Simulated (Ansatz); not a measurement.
All-electron LAPW in Ansatz 0.2.0 under PBEsol, scalar-relativistic, energies extrapolated to zero smearing. Slabs are 1×1 cells cut from bulk crystals relaxed on PAW files, with atoms then relaxed, 16 to 20 Å of vacuum, a dipole correction, k spacings of 0.16 to 0.26 Å⁻¹ and smearing of 0.02 to 0.1 eV, without spin–orbit coupling or spin polarisation. The bulk type named needn't be the stable one, and no reconstruction is allowed.

| slab | area (Å²) | γ (J/m²) | Φ (eV) | Δd12 (%) |
| --- | --- | --- | --- | --- |
| hcp Ru (0001), 5 layers | 6.27 | 3.06 | 5.10 | -3.6 |
| bcc W (110), 5 layers | 7.03 | 3.57 | 4.87 | -3.6 |
| diamond Si (111), 6 layers | 12.78 | 1.59 | 4.84 | -13.7 |
| bcc Rb (110), 6 layers | 22.06 | 0.09 | ? | -2.0 |
| bcc W (100), 5 layers | 9.95 | 4.42 | 4.25 | -10.6 |
| fcc Pd (110), 5 layers | 10.63 | 1.99 | 4.84 | ? |

Q: Fill in "Φ (eV)" for the row "bcc Rb (110), 6 layers".

A: 2.26.

Q: What belongs in the row "fcc Pd (110), 5 layers", column "Δd12 (%)"?

A: -9.5.
